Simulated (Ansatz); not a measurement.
**WC in Ansatz: the effect of functional**

The system is WC.

```
W C
1.0
     0.00000    2.17797    2.17797
     2.17797    0.00000    2.17797
     2.17797    2.17797    0.00000
W C
1 1
Direct
  0.00000 0.00000 0.00000
  0.50000 0.50000 0.50000
```

Measurements of this composition are mostly on another form, of space group No. 187.

The cell isn't the ideal one: volume scaled by 0.98.

Alike in all runs:

| Quantity | Value |
| --- | --- |
| Program | Ansatz 0.2.0 |
| Task | single point |
| Potentials or basis | Ansatz PAW |
| k mesh | 10 × 10 × 10 |
| Occupations | fermi-dirac, width 0.05 eV |
| Spin | no spin polarisation |

```csv
functional,cutoff,pressure (GPa)
LDA,420 eV (not typed: the program's choice for these potentials),-9.1
PBEsol,420 eV (not typed: the program's choice for these potentials),?
r2SCAN,500 eV (not typed: the program's choice for these potentials),2.2
```

What does the run with functional PBEsol give?

Pressure -2.9 GPa.

Caveats: the PAW data sets come from PBE, with cores solved anew for the run's functional, which leaves a small shift of forces and pressure.

Runs at the PBE level aren't shown here.
